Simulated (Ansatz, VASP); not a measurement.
# One calculation of AlFe, two programs

```xyz
2
Lattice="2.8905 0.0000 0.0000 0.0000 2.8905 0.0000 0.0000 0.0000 2.8905" Properties=species:S:1:pos:R:3 pbc="T T T"
Al    0.0000    0.0000    0.0000
Fe    1.4452    1.4452    1.4452
```

Alike in both runs: task single point; functional PBE; k mesh 10 × 10 × 10; occupations fermi-dirac, width 0.1 eV; collinear spin.

|  | VASP | Ansatz |
| --- | --- | --- |
| version | VASP 6.6.1 | Ansatz 0.2.0 |
| potentials or method | VASP PAW PBE potentials, release 64 (Al, Fe) | plane waves, PAW |
| plane-wave cutoff (eV) | 520 | 500 |
| valence electrons in the cell | 11 | 19 |

```tsv
	VASP	Ansatz	Ansatz less VASP
pressure (GPa)	-2.5	-2.5	+0.06
net moment per atom (μB)	0.37	0.37	+0.001
```

The two sets of potentials don't hold the same shells in valence. Ansatz warned: «given_moment_on_shells».

Caveats: the moment fell far below its start of 4.5 μB, so a state of higher moment may lie lower in energy (VASP).
